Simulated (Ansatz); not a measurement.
## Structures of TePt: which is lowest?

Plane-wave DFT in Ansatz with scalar-relativistic PAW potentials, cutoff 420 eV, Γ-centred meshes chosen by cell and gap, Gaussian smearing with energies taken to zero width. Every cell was relaxed (cell and atoms) in a run of its own, within the symmetry of its start. Functional: PBEsol.

Relaxed structures (starts from databases or built by putting these elements on another compound's sites):
A. R-3m, 4 atoms in the computed cell, a = 3.964 Å, c = 19.833 Å; sites (symmetry × multiplicity) Te 3m × 6, Pt 3m × 6; start: database
B. P6_3/mmc, 4 atoms in the computed cell, a = 4.223 Å, c = 5.542 Å; sites (symmetry × multiplicity) Te -6m2 × 2, Pt -3m. × 2; start: database

Problem. Rank them by energy. Could pressure change the order?

Solution.
```tsv
structure	group	E − E(lowest) (meV/atom)	V (Å³/atom)	gap on mesh (eV)
A	R-3m	0.0	22.49	0.00
B	P6_3/mmc	132	21.40	0.00
```

A is lowest, 132 meV/atom under B. B is denser by 1.09 Å³/atom, so pressure favours it: ΔE/ΔV, with ΔE in eV and 1 eV/Å³ = 160.2 GPa, gives about 19 GPa for equal enthalpy if both cells were rigid; at such pressures compression changes ΔV much, so this is a scale only. Other structures may lie lower than all of these, and vibrations aren't counted.

Spin-orbit coupling is left out, which matters for the bands of heavy elements.